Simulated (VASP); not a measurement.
The system is PbS (Galena).

```xyz
2
Lattice="0.0000 2.9657 2.9657 2.9657 0.0000 2.9657 2.9657 2.9657 0.0000" Properties=species:S:1:pos:R:3 pbc="T T T"
Pb    0.0000    0.0000    0.0000
S     2.9657    2.9657    2.9657
```

Base run:

```yaml
Program: VASP 6.6.1
Functional: PBE
Potentials_or_basis: VASP PAW PBE potentials, release 64 (Pb_d, S)
Cutoff: 520 eV
k_mesh: 6 × 6 × 6
Occupations: gaussian, width 0.02 eV
Spin: spin-orbit coupling, no magnetisation
```

Its results: pressure 1.8 GPa.

**Question.** The run is repeated on the same cell with these changes: functional from PBE to r2SCAN. What comes out?

**Answer.** Pressure 1.0 GPa.

Caveats: the PAW data sets were made with another functional, which shifts forces and pressure a little (some runs).
